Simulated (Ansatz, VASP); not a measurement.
Two plane-wave programs on ZnSe

```
CELL_PARAMETERS angstrom
0.00000 2.49400 2.49400
2.49400 0.00000 2.49400
2.49400 2.49400 0.00000
ATOMIC_POSITIONS crystal
Zn 0.00000 0.00000 0.00000
Se 0.50000 0.50000 0.50000
```

Alike in both runs: task relaxation of cell and atoms; functional LDA; k mesh 13 × 13 × 13; occupations fermi-dirac, width 0.1 eV; no spin polarisation.

|  | VASP | Ansatz |
| --- | --- | --- |
| version | VASP 6.6.1 | Ansatz 0.2.0 |
| potentials or method | VASP PAW LDA potentials, release 64 (Zn, Se) | PAW with Ansatz's default frozen-core files, scalar-relativistic |
| plane-wave cutoff (eV) | 600 | 420 |
| valence electrons in the cell | 18 | 28 |

|  | VASP | Ansatz | Ansatz less VASP |
| --- | --- | --- | --- |
| relaxed volume (Å³/atom) | 17.82 | 17.71 | -0.106 |
| relaxed cell length with the largest relative difference (Å) | 3.694 | 3.686 | -0.0073 |
| energy change over the relaxation (meV/atom) | -106 | -98 | +8.3 |

The two sets of potentials don't hold the same shells in valence.
